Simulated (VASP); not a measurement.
Crystal: Ir.

```
Ir
1.0
     1.66994    0.96414    3.09670
    -1.66994    0.96414    3.09670
     0.00000   -1.92828    3.09670
Ir
2
Direct
  0.22754 0.22754 0.22754
  0.77246 0.77246 0.77246
```

The cell was built by a generator and needn't be a form met in nature.

| Quantity | Value |
| --- | --- |
| Program | VASP 6.6.1 |
| Task | relaxation of cell and atoms |
| Functional | r2SCAN |
| Potentials or basis | VASP PAW PBE potentials, release 64 (Ir) |
| Cutoff | 600 eV |
| k mesh | 6 × 6 × 6 |
| Occupations | gaussian, width 0.1 eV |
| Spin | no spin polarisation |

At the start: pressure 68.9 GPa; volume 14.96 Å³/atom.

How do energy, volume and symmetry change on relaxing?

Over 13 steps the energy falls by 777.7 meV/atom and the volume is 16.77 Å³/atom (+12.1 %); space group R-3m (No. 166, to 0.05 Å).

Step by step:
```tsv
step	energy change (eV)	largest force (eV/Å)	pressure (GPa)	volume (Å³)
1	0.0000	5.9441	68.87	29.92
2	4.9080	1.1325	-29.37	66.94
3	1.3627	0.3671	-37.64	49.72
4	-0.6806	0.5699	-31.02	40.89
5	-1.3900	0.9909	-5.08	35.13
6	-1.3905	1.0503	-3.74	34.95
7	-1.5224	0.7364	2.23	33.53
8	-1.5356	0.5629	4.96	33.08
9	-1.5202	0.2859	-7.73	34.56
10	-1.5549	0.0434	-0.69	33.66
11	-1.5549	0.0514	-0.59	33.64
12	-1.5554	0.0116	0.41	33.50
13	-1.5554	0.0022	0.17	33.53
```

Final structure:
```
CELL_PARAMETERS angstrom
1.78715 1.03181 3.03082
-1.78715 1.03181 3.03082
0.00000 -2.06362 3.03082
ATOMIC_POSITIONS crystal
Ir 0.24472 0.24472 0.24472
Ir 0.75528 0.75528 0.75528
```

Caveat: the k mesh is coarse (spacing up to 0.38 Å⁻¹), so the values aren't converged; the PAW data sets were made with another functional, which shifts forces and pressure a little.
